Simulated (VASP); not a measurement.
InAs:

```
In As
1.0
     0.00000    3.01800    3.01800
     3.01800    0.00000    3.01800
     3.01800    3.01800    0.00000
In As
1 1
Direct
  0.00000 0.00000 0.00000
  0.75000 0.75000 0.75000
```

| Item | Value |
| --- | --- |
| Program | VASP 6.6.1 |
| Task | relaxation of cell and atoms |
| Functional | PBE |
| Potentials or basis | VASP PAW PBE potentials, release 64 (In_d_GW, As_GW) |
| Cutoff | 630 eV |
| k mesh | 8 × 8 × 8 |
| Occupations | fermi-dirac, width 0.05 eV |
| Spin | no spin polarisation |

At the start: pressure 4.3 GPa; volume 27.49 Å³/atom.

How do energy, volume and symmetry change on relaxing?

Over 3 steps the energy falls by 26.0 meV/atom and the volume is 29.58 Å³/atom (+7.6 %); space group F-43m (No. 216, to 0.05 Å).

The path:
| step | energy change (eV) | largest force (eV/Å) | pressure (GPa) | volume (Å³) |
| --- | --- | --- | --- | --- |
| 1 | 0.0000 | 0.0000 | 4.28 | 54.98 |
| 2 | -0.0436 | 0.0000 | -1.38 | 61.03 |
| 3 | -0.0520 | 0.0000 | 0.01 | 59.16 |

Final structure:
```
In As
1.0
     0.00000    3.09259    3.09259
     3.09259    0.00000    3.09259
     3.09259    3.09259    0.00000
In As
1 1
Cartesian
  0.0000 0.0000 0.0000
  4.6389 4.6389 4.6389
```
